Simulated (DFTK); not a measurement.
Runs of DFTK 0.8.2 on Pb. Symmetry: Fm-3m, No. 225, cubic system. The conventional cell has a = 4.950 Å, b = 4.950 Å, c = 4.950 Å, α = 90.00°, β = 90.00°, γ = 90.00°. Pb (site symmetry m-3m) is surrounded by 12 Pb at 3.50 Å. 

```tsv
task	level	potentials or basis	k mesh	cutoff (eV)	valence electrons	SCF solver	gap on the mesh (eV)	pressure (GPa)	V0 of scaled cells (Å³/atom)	B0 (GPa)
single point	PBE	dojo.nc.sr.pbe.v0_4_1.standard.upf (PBE)	9 × 9 × 9	925	Pb 14	-	none	2.3	-	-
band structure	LDA	cp2k.nc.sr.lda.v0_1.largecore.gth (LDA, GTH)	9 × 9 × 9	544	Pb 4	-	none	-3.2	-	-
equation of state	PBE	dojo.nc.sr.pbe.v0_4_1.standard.upf (PBE)	9 × 9 × 9	925	Pb 14	-	-	-	31.87	40
equation of state	PBEsol	SPMS 1.0 (PBE)	7 × 7 × 7	816	Pb 14	-	-	-	(b)	48
band structure	r2SCAN	cp2k.nc.sr.pbe.v0_1.largecore.gth (PBE, GTH, large core)	9 × 9 × 9	707	Pb 4	ScfAndersonSolver	none	(a)	-	-
band structure	TASK	cp2k.nc.sr.pbe.v0_1.semicore.gth (PBE, GTH)	7 × 7 × 7	1306	Pb 14	ScfAndersonSolver	none	-	-	-
band structure	PBE	cp2k.nc.sr.pbe.v0_1.largecore.gth (PBE, GTH, large core)	9 × 9 × 9	544	Pb 4	-	none	1.7	-	-
```

Alike in all rows: no spin polarisation; cell as given; smearing fermi-dirac 0.05 eV.

Q: Estimate the missing entries.

A: (a) 2.0; (b) 30.25.

Caveats: GTH potentials come without recommended cutoffs, and this one wasn't checked for convergence (some runs); the potentials were made for another functional, which shifts forces and pressure (some runs); this set keeps more shells in the core, which shifts pressures and gaps (some runs).

A k mesh can miss the band edges, and the runs leave out spin-orbit coupling on Pb.

A gap of «none» marks a metal or a gap under the smearing width.

Not every run made on this cell is shown here.
